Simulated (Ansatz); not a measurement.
# Al7P8: the cost of one run

Computed with Ansatz 0.2.0 (DFT PBE, scalar-relativistic, plane waves, PAW, unless a step's input says otherwise).

1 further run of the same task is left out (set aside as unsound or not needed).

### 1 The structure to begin with

The structure is cubic, space group F-43m (No. 216). Conventional cell: a = 5.507 Å, b = 5.507 Å, c = 5.507 Å, α = 90.00°, β = 90.00°, γ = 90.00°. Around Al (site symmetry -43m) lie 4 P at 2.38 Å. Around P (site symmetry -43m) lie 4 Al at 2.38 Å.

As a file:

```
CELL_PARAMETERS angstrom
0.00000 2.75340 2.75340
2.75340 0.00000 2.75340
2.75340 2.75340 0.00000
ATOMIC_POSITIONS crystal
Al 0.00000 0.00000 0.00000
P 0.25000 0.25000 0.25000
```

It is the result of an earlier relaxation at this level (volume 20.87 Å³/atom; gap on the mesh: 1.63 eV).

Its energy, with the smearing taken to zero, is -1294.4433 eV for the 2-atom cell on a 8×8×8 mesh; differences below count from it.

### 2 Next cell: 1 of 8 Al atoms taken out at random

From a supercell with 8 Al sites, 1 are emptied at random; the cell stays neutral and all atoms are shaken by 0.02 Å.

The cell holds 7 Al, 8 P: a = 7.788 Å, b = 7.788 Å, c = 7.788 Å, α = 60.00°, β = 60.00°, γ = 60.00°.

### 3 Relaxing on a coarse mesh

A cheap relaxation: coarse mesh, no symmetry, loose thresholds.

input.yaml

```yaml
crystal:
  lattice:
    - [5.5068011586, -5.5068011586, 0.0]
    - [5.5068011586, 0.0, 5.5068011586]
    - [0.0, -5.5068011586, 5.5068011586]
  atoms:
    - { symbol: Al, position: [0.9967492165, 0.5035254701, 0.0008597715] }
    - { symbol: Al, position: [0.0004308352, 0.4972195579, 0.5051155093] }
    - { symbol: Al, position: [0.9993039296, 0.000909702, 0.9988085853] }
    - { symbol: Al, position: [0.9998833438, 0.9980403355, 0.5067820792] }
    - { symbol: Al, position: [0.49629262, 0.5024031517, 0.4958311063] }
    - { symbol: Al, position: [0.4984747179, 0.9992621909, 0.9970628768] }
    - { symbol: Al, position: [0.5069252882, 0.9989448446, 0.4928731731] }
    - { symbol: P, position: [0.3774541859, 0.3726117896, 0.8737713194] }
    - { symbol: P, position: [0.3727576975, 0.3737760989, 0.3766329566] }
    - { symbol: P, position: [0.3759319733, 0.8713821895, 0.8752858566] }
    - { symbol: P, position: [0.3753823992, 0.8777515359, 0.3715104654] }
    - { symbol: P, position: [0.8739648495, 0.3735602987, 0.8789038882] }
    - { symbol: P, position: [0.8766254169, 0.3771953103, 0.375011119] }
    - { symbol: P, position: [0.8757388699, 0.8764159541, 0.8696862813] }
    - { symbol: P, position: [0.8747639343, 0.8727364726, 0.3734227352] }
  symmetry: { detect: false }
basis:
  ecutwfc: 420
kpoints:
  mp_grid: { grid: [2, 2, 2], shift: [0.5, 0.5, 0.5] }
hamiltonian:
  xc: pbe
scf:
  occupations: { method: gaussian, width: 0.1 }
  lower_state_search: "off"
output:
  forces: true
  stress: true
  eigenvalues: true
relax:
  adjacent_minimum: "off"
  f_tol: 0.04
  max_steps: 50
  cell: { stress_tol: 0.3 }
```

On the command line:

```sh
$ ansatz run input.yaml --threads 4 --pin off --max-ram 9216MiB --backend cpu --events-out ev --progress --plain --runs-dir out
```

What time and memory should one allow on 4 threads of Intel Xeon Platinum 8259CL at 2.50GHz (Skylake/Cascade Lake), shared host?

About 20 s, with a peak of 0.71 GiB.
